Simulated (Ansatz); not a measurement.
# SrAgSe2 (element-swapped structure): how the settings move a single-point run

How sensitive is a single-point run of SrAgSe2 (element-swapped structure) to its settings? A reference run comes first, then four runs with altered input.

Method: reference: DFT PBE, plane waves, PAW, scalar-relativistic, no spin polarisation, in Ansatz 0.2.0.

## (1) The system as given

Symmetry: I-42d, No. 122, tetragonal system. The conventional cell has a = 6.351 Å, b = 6.351 Å, c = 11.568 Å, α = 90.00°, β = 90.00°, γ = 90.00°. Around Ag (site symmetry -4) lie 4 Se at 2.75 Å. Sr (site symmetry -4) has 4 Se at 2.60 Å as nearest neighbours. Se (site symmetry 2) is surrounded by 2 Sr at 2.60 Å and 2 Ag at 2.75 Å.

Structure file:

```cif
data_structure
_symmetry_space_group_name_H-M 'P 1'
_symmetry_Int_Tables_number 1
_cell_length_a 6.3508
_cell_length_b 6.3508
_cell_length_c 7.3227
_cell_angle_alpha 64.301
_cell_angle_beta 64.301
_cell_angle_gamma 90.000
_cell_volume 233.29
loop_
_atom_site_label
_atom_site_type_symbol
_atom_site_fract_x
_atom_site_fract_y
_atom_site_fract_z
_atom_site_occupancy
Ag1 Ag 0.00000 0.00000 0.00000 1
Ag2 Ag 0.75000 0.25000 0.50000 1
Sr1 Sr 0.50000 0.50000 0.00000 1
Sr2 Sr 0.25000 0.75000 0.50000 1
Se1 Se 0.37500 0.39500 0.75000 1
Se2 Se 0.60500 0.12500 0.25000 1
Se3 Se 0.87500 0.85500 0.75000 1
Se4 Se 0.14500 0.62500 0.25000 1
```

## (2) The reference run

Contents of input.yaml:

```yaml
crystal:
  lattice:
    - [0.0, 6.350832, 0.0]
    - [6.350832, 0.0, 0.0]
    - [3.175416, 3.175416, -5.784116]
  atoms:
    - { symbol: Ag, position: [0.0, 0.0, 0.0] }
    - { symbol: Ag, position: [0.75, 0.25, 0.5] }
    - { symbol: Sr, position: [0.5, 0.5, 0.0] }
    - { symbol: Sr, position: [0.25, 0.75, 0.5] }
    - { symbol: Se, position: [0.375, 0.395, 0.75] }
    - { symbol: Se, position: [0.605, 0.125, 0.25] }
    - { symbol: Se, position: [0.875, 0.855, 0.75] }
    - { symbol: Se, position: [0.145, 0.625, 0.25] }
  symmetry: { tolerance: 0.0003 }
kpoints:
  mp_grid: { grid: [3, 3, 3], shift: [0, 0, 0] }
magnetization:
  spin_polarized: false
scf:
  occupations: { method: fermi_dirac }
hamiltonian:
  pseudopotentials: { kind: paw }
  xc: pbe
basis:
  ecutwfc: 420
output:
  forces: true
  stress: true
  eigenvalues: true
  write_density: true
  write_potential: true
  elf: true
  volumetric_format: npy
```

The run is started by

```bash
$ ansatz run input.yaml --threads 1 --pin off --max-ram 2560MiB --backend cpu --events-out ev --progress --plain --runs-dir out
```

## (3) Variant: n_extra_bands 2, hubbard.sites [{species: Ag, l: d, u_eff: 8.0}], hubbard.double_counting fll, ecutwfc 500 eV

input.yaml: that of step 2 with these lines changed.

```diff
@@ -21,2 +21,3 @@
   occupations: { method: fermi_dirac }
+  n_extra_bands: 2
 hamiltonian:
@@ -24,4 +25,5 @@
   xc: pbe
+  hubbard: { sites: [{ species: Ag, l: d, u_eff: 8.0 }], double_counting: fll }
 basis:
-  ecutwfc: 420
+  ecutwfc: "500 eV"
 output:
@@ -30,5 +32 @@
   eigenvalues: true
-  write_density: true
-  write_potential: true
-  elf: true
-  volumetric_format: npy
```

## (4) Variant: eigensolver.kind davidson

input.yaml: that of step 2 with these lines changed.

```diff
@@ -21,2 +21,3 @@
   occupations: { method: fermi_dirac }
+  eigensolver: { kind: davidson }
 hamiltonian:
@@ -30,5 +31 @@
   eigenvalues: true
-  write_density: true
-  write_potential: true
-  elf: true
-  volumetric_format: npy
```

## (5) Changing settings: xc rpbe

input.yaml: that of step 2 with these lines changed.

```diff
@@ -23,3 +23,3 @@
   pseudopotentials: { kind: paw }
-  xc: pbe
+  xc: rpbe
 basis:
```

## (6) Changed: pseudopotentials.kind nc, pseudopotentials.accuracy standard

input.yaml: that of step 2 with these lines changed.

```diff
@@ -22,3 +22,3 @@
 hamiltonian:
-  pseudopotentials: { kind: paw }
+  pseudopotentials: { kind: nc, accuracy: standard }
   xc: pbe
```

**Question.** What will these runs give? Wanted: for each run, ending; energy change; pressure; gap; force.

The runs gave:

```csv
run,ending,energy change,pressure (GPa),gap (eV),force (eV/Å),cycles,time
reference,converged,0,10.9,0.00,3.54,8,15 s
"1: n_extra_bands 2, hubbard.sites [{species: Ag, l: d, u_eff: 8.0}], hubbard.double_counting fll, ecutwfc 500 eV",converged,+114.5 meV/atom (U changed: no physical gain or loss),11.9,0.00,3.18,12,20 s
2: eigensolver.kind davidson,converged,0.0 meV/atom,10.9,0.00,3.54,8,18 s
3: xc rpbe,converged,not comparable,12.8,0.00,3.55,9,16 s
"4: pseudopotentials.kind nc, pseudopotentials.accuracy standard",converged,not comparable,6.4,0.00,2.81,9,14 s
```

Times don't compare one to one where runs were asked for different outputs or read a saved state (see the inputs); cycles may leave out searches for a lower state.

Residual by cycle in the longest SCF loop of each run; runs are numbered as in the table. The quantity is the density residual dr2, in eV.

```csv
cycle,reference,run 1,run 2,run 3,run 4
1,0.00996,16,0.0105,0.0164,257
2,0.00226,2.53,0.00138,0.00205,20.5
3,3.7e-4,0.74,1.7e-4,3.2e-4,7.22
4,7.1e-5,0.173,2.4e-5,5.2e-5,3.25
5,1.9e-5,0.0345,8.9e-6,1.2e-5,0.144
6,4.9e-6,0.00287,2.2e-6,2.7e-6,0.00325
7,6.7e-7,7.5e-4,2.1e-7,5.2e-7,2.7e-5
8,5.9e-8,7.9e-5,6.9e-9,1.6e-7,1.2e-6
9,-,1.0e-5,-,1.4e-8,3.1e-8
10,-,7.7e-7,-,-,-
11,-,1.2e-7,-,-,-
12,-,1.2e-8,-,-,-
```

«eigensolver.kind davidson» leaves the energy as it was. Run 4 ran under the cutoff that the potentials recommend, as the log warns, so basis error is mixed into its values, and swamps them where the cutoff is far short. A changed U is a change of model: its shifts are not errors of convergence.

Caveats on the reference run: its mesh is coarse for a cell with so small a gap or none; the cell is far from equilibrium (11 GPa, forces up to 3.5 eV/Å), so its values aren't those of the relaxed material; the structure is made up and not relaxed.
